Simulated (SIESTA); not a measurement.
Wanted: the native input for a SIESTA 5.4.2 run.

```
Task                : single point
Functional          : PBEsol
Potentials or basis : PseudoDojo 3+ lanthanides (4f in the core) (PBE files)
Basis               : DZP (energy shift 0.003 Ry; two zetas on semicore shells)
Grid cutoff         : 800 Ry
Energy shift        : 0.003 Ry
k mesh              : 9 × 9 × 5
Occupations         : fermi-dirac, width 0.05 eV
Spin                : collinear spin, zero start
Starting moments    : [0.0, 0.0] μB
```

Dy:

```
Dy
1.0
     3.59030    0.00000    0.00000
    -1.79515    3.10929    0.00000
     0.00000    0.00000    5.64750
Dy
2
Direct
  0.66667 0.33333 0.75000
  0.33333 0.66667 0.25000
```

One way to write it, as run:

Dy.fdf

```
SystemName                      Dysprosium
SystemLabel                     Dy
NumberOfSpecies                 1
NumberOfAtoms                   2
%block ChemicalSpeciesLabel
  1  66 Dy
%endblock ChemicalSpeciesLabel

LatticeConstant                 1.0 Ang
%block LatticeVectors
     3.5903000000     0.0000000000     0.0000000000
    -1.7951500000     3.1092910072     0.0000000000
     0.0000000000     0.0000000000     5.6475000000
%endblock LatticeVectors
AtomicCoordinatesFormat         Fractional
%block AtomicCoordinatesAndAtomicSpecies
     0.6666666667     0.3333333333     0.7500000000  1  Dy
     0.3333333333     0.6666666667     0.2500000000  1  Dy
%endblock AtomicCoordinatesAndAtomicSpecies

%block kgrid.MonkhorstPack
    9   0   0  0.0
    0   9   0  0.0
    0   0   5  0.0
%endblock kgrid.MonkhorstPack
XC.Functional                   GGA
XC.Authors                      PBEsol
PAO.BasisSize                   DZP
PAO.EnergyShift                 0.003 Ry
Mesh.Cutoff                     800 Ry
Spin                            polarized
%block DM.InitSpin
    1   0.000
    2   0.000
%endblock DM.InitSpin
OccupationFunction              FD
ElectronicTemperature           0.05 eV
MaxSCFIterations                120
SCF.MustConverge                false
SCF.Mixer.Method                Pulay
SCF.Mixer.Weight                0.25
SCF.Mixer.History               8
SCF.DM.Tolerance                5.0e-05
SCF.H.Tolerance                 1.0e-03 eV
WriteForces                     true
Charge.Mulliken                 end
%block SyntheticAtoms
  1
  6 6 5 5
  2.0 0.0 1.0 0.0
%endblock SyntheticAtoms
%block PAO.Basis
  Dy 5
  n=5 0 2
    3.597 0.000
  n=6 0 2
    8.756 0.000
  n=5 1 2
    4.334 0.000
  n=6 1 1
    8.756
  n=5 2 2
    8.548 0.000
%endblock PAO.Basis
```

Potentials or basis: PseudoDojo 3+ lanthanides (4f in the core) (PBE files), DZP (energy shift 0.003 Ry; two zetas on semicore shells).

Launch:

```bash
$ siesta < Dy.fdf > Dy.out 2>&1
```

It gave:

The pressure is -2.2 GPa. The band gap on the k mesh is none (metal or under the smearing width). The net moment is 0.00 μB per cell.

Caveat: the magnetic or orbital state may not be the lowest; the potentials were made for another functional, which shifts forces and pressure; short orbitals over semicore shells can move pressures by several GPa; spin-orbit coupling is left out, which moves the levels of the heavy elements; the 4f electrons are frozen in the core as for a trivalent ion, so they carry no moment and show no levels; the basis of atomic orbitals isn't converged, which shifts pressures, moduli and gaps.

Run time: 96 s on 1 thread of Arm Neoverse V2, with other jobs on the host, peak memory 0.41 GiB.
